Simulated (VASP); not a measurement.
# BaTiO3 (P4mm) in VASP: a series of runs, part 4 of 4

VASP 6.6.1. The steps go on from the part before.

### Step 5. Band structure, BLYP

File INCAR:

```
PREC = Accurate
ENCUT = 520
EDIFF = 1E-7
ISMEAR = -1
SIGMA = 0.05
LREAL = False
LASPH = True
NELM = 80
ALGO = Fast
ISIF = 2
LWAVE = False
LCHARG = False
LMAXMIX = 4
GGA = B5
ALDAX = 1.0
AGGAX = 1.0
AGGAC = 1.0
ALDAC = 0.0
NBANDS = 28
```

File KPOINTS:

```
Automatic mesh
0
Gamma
  7 7 7
```

File POSCAR:

```
BaTiO3
1.0
    3.9998000000      0.0000000000      0.0000000000
    0.0000000000      3.9998000000      0.0000000000
    0.0000000000      0.0000000000      4.0180000000
Ba Ti O
1 1 3
Direct
    0.0000000000      0.0000000000      0.0000000000
    0.5000000000      0.5000000000      0.4900000000
    0.0000000000      0.5000000000      0.5170000000
    0.5000000000      0.0000000000      0.5170000000
    0.5000000000      0.5000000000      0.0190000000
```

File KPOINTS_OPT:

```
path GXMGZRAZ,XR,MA
15
line-mode
reciprocal
 0.0000000000  0.0000000000  0.0000000000  G
 0.0000000000  0.5000000000  0.0000000000  X

 0.0000000000  0.5000000000  0.0000000000  X
 0.5000000000  0.5000000000  0.0000000000  M

 0.5000000000  0.5000000000  0.0000000000  M
 0.0000000000  0.0000000000  0.0000000000  G

 0.0000000000  0.0000000000  0.0000000000  G
 0.0000000000  0.0000000000  0.5000000000  Z

 0.0000000000  0.0000000000  0.5000000000  Z
 0.0000000000  0.5000000000  0.5000000000  R

 0.0000000000  0.5000000000  0.5000000000  R
 0.5000000000  0.5000000000  0.5000000000  A

 0.5000000000  0.5000000000  0.5000000000  A
 0.0000000000  0.0000000000  0.5000000000  Z

 0.0000000000  0.5000000000  0.0000000000  X
 0.0000000000  0.5000000000  0.5000000000  R

 0.5000000000  0.5000000000  0.0000000000  M
 0.5000000000  0.5000000000  0.5000000000  A
```

Potentials or basis: VASP PAW PBE potentials, release 64 (Ba_sv, Ti_sv, O).

Launch:

```
cat potpaw_PBE.64/Ba_sv/POTCAR potpaw_PBE.64/Ti_sv/POTCAR potpaw_PBE.64/O/POTCAR > POTCAR
mpirun -np 1 vasp_std > vasp.out
```

OUTCAR:

```text
PREC = Accurate
   ENCUT = 520
   EDIFF = 1E-7
   ISMEAR = -1
   LREAL = False
   LASPH = True
   NELM = 80
   ISIF = 2
   GGA = B5

 ion  position               nearest neighbor table
   1  0.000  0.000  0.000-   3 2.79   4 2.79   3 2.79   4 2.79   5 2.83   5 2.83   5 2.83   5 2.83
                             4 2.88   3 2.88   4 2.88   3 2.88   2 3.45   2 3.45   2 3.45   2 3.45
   2  0.500  0.500  0.490-   5 1.89   4 2.00   3 2.00   4 2.00   3 2.00   5 2.13   1 3.45   1 3.45
                             1 3.45   1 3.45   1 3.49   1 3.49   1 3.49   1 3.49
   3  0.000  0.500  0.517-   2 2.00   2 2.00   1 2.79   1 2.79   1 2.88   1 2.88
   4  0.500  0.000  0.517-   2 2.00   2 2.00   1 2.79   1 2.79   1 2.88   1 2.88
[... 953 lines left out ...]
  Total        3.8545849      3.8545849      4.2624931      0.0000000      0.0000000      0.0000000
  in kB       96.0730804     96.0730804    106.2399334      0.0000000      0.0000000      0.0000000
  external PRESSURE =      99.4620314 kB  Pullay stress =       0.0000000 kB

 VOLUME and BASIS-vectors are now :
 -----------------------------------------------------------------------------
  energy-cutoff  :      520.00
  volume of cell :       64.28
      direct lattice vectors                 reciprocal lattice vectors
     3.999800000  0.000000000  0.000000000     0.250012501  0.000000000  0.000000000
     0.000000000  3.999800000  0.000000000     0.000000000  0.250012501  0.000000000
     0.000000000  0.000000000  4.018000000     0.000000000  0.000000000  0.248880040

 POSITION                                       TOTAL-FORCE (eV/Angst)
 -----------------------------------------------------------------------------------
      0.00000      0.00000      0.00000         0.000000      0.000000      0.085564
      1.99990      1.99990      1.96882        -0.000000     -0.000000     -0.038342
      0.00000      1.99990      2.07731        -0.000000      0.000000     -0.120814
      1.99990      0.00000      2.07731        -0.000000      0.000000     -0.120814
      1.99990      1.99990      0.07634        -0.000000      0.000000      0.194405
 -----------------------------------------------------------------------------------
    total drift:                                0.000000      0.000000     -0.000047

  FREE ENERGIE OF THE ION-ELECTRON SYSTEM (eV)
  ---------------------------------------------------
  free  energy   TOTEN  =       -38.0611904387 eV

  energy  without entropy=      -38.0611904380  energy(sigma->0) =      -38.06119044
```

OSZICAR:

```text
N       E                     dE             d eps       ncg     rms          rms(c)
DAV:   1     0.441680125057E+03    0.44168E+03   -0.21078E+04  2240   0.155E+03
DAV:   2    -0.472176115467E+01   -0.44640E+03   -0.42658E+03  2604   0.431E+02
DAV:   3    -0.480360817206E+02   -0.43314E+02   -0.42891E+02  3076   0.133E+02
DAV:   4    -0.500547128936E+02   -0.20186E+01   -0.20147E+01  3396   0.244E+01
DAV:   5    -0.501215366054E+02   -0.66824E-01   -0.66810E-01  2944   0.334E+00    0.243E+01
RMM:   6    -0.382776267632E+02    0.11844E+02   -0.47712E+01  2973   0.393E+01    0.844E+00
RMM:   7    -0.379500299720E+02    0.32760E+00   -0.42574E+00  3033   0.144E+01    0.639E+00
RMM:   8    -0.379987900376E+02   -0.48760E-01   -0.21843E+00  3715   0.627E+00    0.361E+00
RMM:   9    -0.380259706772E+02   -0.27181E-01   -0.74082E-01  3366   0.478E+00    0.959E-01
RMM:  10    -0.380686682736E+02   -0.42698E-01   -0.43528E-01  3702   0.283E+00    0.154E+00
[... 68 further cycles ...]
DAV:   1     0.302565671454E+05   -0.20958E+05      840
DAV:   2     0.241921861211E+05   -0.60644E+04      896
DAV:   3     0.234592573761E+05   -0.73293E+03     1288
DAV:   4     0.234220230410E+05   -0.37234E+02     1116
DAV:   5     0.234207980292E+05   -0.12250E+01     1168
DAV:   6     0.234207856622E+05   -0.12367E-01     1116
DAV:   7     0.234207854608E+05   -0.20136E-03     1152
DAV:   8     0.234207854574E+05   -0.34955E-05     1128
DAV:   9     0.234207854572E+05   -0.11755E-06      768
DAV:  10     0.234207854572E+05   -0.43110E-08      616
```

It took 7.3 min on 1 thread of Intel Xeon Platinum 8488C (Sapphire Rapids), shared host; peak memory 0.25 GiB.

What came out:

```
Free energy             : -38.0612 eV
Pressure                : 9.9 GPa
Largest force           : 0.194 eV/Å
Band gap on the k mesh  : 1.89 eV, indirect (least direct gap 2.08 eV)
Band gap along the path : 1.79 eV, indirect (least direct gap 2.08 eV)
```

Forces on the atoms (eV/Å):
```
Ba   0.000  0.000  0.086
Ti   0.000  0.000 -0.038
O    0.000  0.000 -0.121
O    0.000  0.000 -0.121
O    0.000  0.000  0.194
```

Levels at the corners of the path, in eV from the valence-band top:
```csv
point,band 16,band 17,band 18,band 19,band 20,band 21,band 22,band 23,band 24,band 25
Γ,-1.21,-1.11,-0.30,-0.28,-0.28,1.79,2.01,2.01,3.91,4.00
X,-1.89,-1.80,-1.69,-0.93,-0.83,2.13,3.45,3.49,3.97,5.83
X,-1.89,-1.80,-1.69,-0.93,-0.83,2.13,3.45,3.49,3.97,5.83
M,-2.66,-1.72,-0.95,-0.95,-0.09,3.49,3.49,3.89,4.66,7.53
M,-2.66,-1.72,-0.95,-0.95,-0.09,3.49,3.49,3.89,4.66,7.53
Γ,-1.21,-1.11,-0.30,-0.28,-0.28,1.79,2.01,2.01,3.91,4.00
Γ,-1.21,-1.11,-0.30,-0.28,-0.28,1.79,2.01,2.01,3.91,4.00
Z,-1.91,-1.90,-1.89,-0.69,-0.69,1.94,3.51,3.51,3.91,5.96
Z,-1.91,-1.90,-1.89,-0.69,-0.69,1.94,3.51,3.51,3.91,5.96
R,-2.62,-1.67,-0.88,-0.86,-0.17,3.47,3.52,3.88,4.77,7.51
R,-2.62,-1.67,-0.88,-0.86,-0.17,3.47,3.52,3.88,4.77,7.51
A,-2.41,-2.38,-0.09,-0.09,0.00,4.11,4.11,4.11,6.69,6.89
A,-2.41,-2.38,-0.09,-0.09,0.00,4.11,4.11,4.11,6.69,6.89
Z,-1.91,-1.90,-1.89,-0.69,-0.69,1.94,3.51,3.51,3.91,5.96
X,-1.89,-1.80,-1.69,-0.93,-0.83,2.13,3.45,3.49,3.97,5.83
R,-2.62,-1.67,-0.88,-0.86,-0.17,3.47,3.52,3.88,4.77,7.51
M,-2.66,-1.72,-0.95,-0.95,-0.09,3.49,3.49,3.89,4.66,7.53
A,-2.41,-2.38,-0.09,-0.09,0.00,4.11,4.11,4.11,6.69,6.89
```

Caveat: the PAW data sets were made with another functional, which shifts forces and pressure a little; spin-orbit coupling is left out, which moves the levels of the heavy elements; the mesh misses the band edges, which the band path finds closer together. BLYP gaps usually lie below the measured ones, often by a third to a half.

### Step 6. Band structure, LDA

File INCAR:

```
ALGO = Normal ; EDIFF = 1E-7
ENCUT = 520 ; ISIF = 2
ISMEAR = -1 ; LASPH = T
LCHARG = F ; LMAXMIX = 4
LREAL = F ; LWAVE = F
NBANDS = 28 ; NELM = 80
PREC = Accurate ; SIGMA = 0.05
```

File KPOINTS:

```
k-points
0
Gamma
  7 7 7
```

POSCAR is that of step 5.

KPOINTS_OPT is that of step 5.

Potentials or basis: VASP PAW LDA potentials, release 64 (Ba_sv, Ti_sv, O).

Launch:

```
cat potpaw_LDA.64/Ba_sv/POTCAR potpaw_LDA.64/Ti_sv/POTCAR potpaw_LDA.64/O/POTCAR > POTCAR
mpirun -np 1 vasp_std > vasp.out
```

Run time: 2.9 min. Hardware: 1 thread of Intel Xeon Platinum 8488C (Sapphire Rapids), shared host; peak memory 0.23 GiB.

The run converged. Its results:

```yaml
Free_energy: -44.1139 eV
Pressure: -6.5 GPa
Largest_force: 0.364 eV/Å
Band_gap_on_the_k_mesh: 1.78 eV, indirect (least direct gap 1.97 eV)
Band_gap_along_the_path: 1.68 eV, indirect (least direct gap 1.97 eV)
```

Forces on the atoms (eV/Å):
```
Ba   0.000  0.000  0.039
Ti   0.000  0.000 -0.153
O    0.000  0.000 -0.125
O    0.000  0.000 -0.125
O    0.000  0.000  0.364
```

Stress tensor (GPa, compression positive):
```
-6.82  0.00  0.00
 0.00 -6.82  0.00
 0.00  0.00 -5.83
```

Levels at the corners of the path, in eV from the valence-band top:
```
point  band 17  band 18  band 19  band 20  band 21  band 22  band 23  band 24
    Γ    -1.16    -0.30    -0.29    -0.29     1.68     1.91     1.91     4.00
    X    -1.86    -1.76    -0.96    -0.85     2.04     3.45     3.49     4.06
    X    -1.86    -1.76    -0.96    -0.85     2.04     3.45     3.49     4.06
    M    -1.78    -0.97    -0.97    -0.09     3.50     3.50     3.89     4.71
    M    -1.78    -0.97    -0.97    -0.09     3.50     3.50     3.89     4.71
    Γ    -1.16    -0.30    -0.29    -0.29     1.68     1.91     1.91     4.00
    Γ    -1.16    -0.30    -0.29    -0.29     1.68     1.91     1.91     4.00
    Z    -1.97    -1.97    -0.71    -0.71     1.85     3.52     3.52     4.00
    Z    -1.97    -1.97    -0.71    -0.71     1.85     3.52     3.52     4.00
    R    -1.74    -0.90    -0.89    -0.17     3.48     3.53     3.88     4.84
    R    -1.74    -0.90    -0.89    -0.17     3.48     3.53     3.88     4.84
    A    -2.43    -0.08    -0.08     0.00     4.14     4.14     4.14     6.47
    A    -2.43    -0.08    -0.08     0.00     4.14     4.14     4.14     6.47
    Z    -1.97    -1.97    -0.71    -0.71     1.85     3.52     3.52     4.00
    X    -1.86    -1.76    -0.96    -0.85     2.04     3.45     3.49     4.06
    R    -1.74    -0.90    -0.89    -0.17     3.48     3.53     3.88     4.84
    M    -1.78    -0.97    -0.97    -0.09     3.50     3.50     3.89     4.71
    A    -2.43    -0.08    -0.08     0.00     4.14     4.14     4.14     6.47
```

Caveat: spin-orbit coupling is left out, which moves the levels of the heavy elements; the mesh misses the band edges, which the band path finds closer together. A hybrid or GW would open this gap; LDA tends to underestimate it.

### Step 7. For comparison

An earlier run on the cell as given: functional PBEsol; potentials or basis VASP PAW PBE potentials, release 64 (Ba_sv, Ti_sv, O); cutoff 520 eV; k mesh 7 × 7 × 7; occupations fermi-dirac, width 0.05 eV; no spin polarisation.

* Pressure: -2.0 GPa
* Largest force: 0.323 eV/Å
* Band gap on the k mesh: 1.82 eV, indirect (least direct gap 2.02 eV)

### Step 8. Overview

```csv
task,level,potentials or basis,spin,k mesh,ladder,gap on the mesh (eV),pressure (GPa),largest force (eV/Å)
band structure,PBEsol,"VASP PAW PBE potentials, release 64 (Ba_sv, Ti_sv, O)","SOC, no magnetisation",5 × 5 × 5,-,-,-3.1,0.31
band structure,RPBE,"VASP PAW PBE potentials, release 64 (Ba_sv, Ti_sv, O)",off,7 × 7 × 7,-,1.90,-,-
band structure,revPBE,"VASP PAW PBE potentials, release 64 (Ba_sv, Ti_sv, O)",off,7 × 7 × 7,-,1.89,7.3,0.27
band structure,BLYP,"VASP PAW PBE potentials, release 64 (Ba_sv, Ti_sv, O)",off,7 × 7 × 7,-,1.89,9.9,0.19
band structure,LDA,"VASP PAW LDA potentials, release 64 (Ba_sv, Ti_sv, O)",off,7 × 7 × 7,-,1.78,-6.5,0.36
single point,PBEsol,"VASP PAW PBE potentials, release 64 (Ba_sv, Ti_sv, O)",off,7 × 7 × 7,free,1.82,-2.0,0.32
```

Alike in all rows: cell as given; cutoff (eV) 520; smearing fermi-dirac 0.05 eV.

Caveats: the PAW data sets were made with another functional, which shifts forces and pressure a little (some runs); spin-orbit coupling is left out, which moves the levels of the heavy elements (some runs); the mesh misses the band edges, which the band path finds closer together (some runs); an odd mesh through Γ misses points on the zone boundary, where band edges often lie (some runs).

Absolute energies hang on the potentials; compare differences alone.
